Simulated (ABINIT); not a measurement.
CdS (Hawleyite):

```
Cd S
1.0
     0.00000    2.91650    2.91650
     2.91650    0.00000    2.91650
     2.91650    2.91650    0.00000
Cd S
1 1
Direct
  0.00000 0.00000 0.00000
  0.75000 0.75000 0.75000
```

Base run:

```yaml
Program: ABINIT 10.8.3 (patched build)
Functional: PBE
Potentials_or_basis: JTH PAW PBE v2.0
Cutoff: 544 eV
k_mesh: 10 × 10 × 10
Occupations: fermi-dirac, width 0.05 eV
Spin: no spin polarisation
```

Its results: band gap on the k mesh 1.13 eV, direct.

The run is repeated on the same cell with these changes: functional from PBE to LDA; potentials or basis from JTH PAW PBE v2.0 to JTH PAW LDA v2.0. What comes out?

Band gap on the k mesh 0.84 eV, direct.

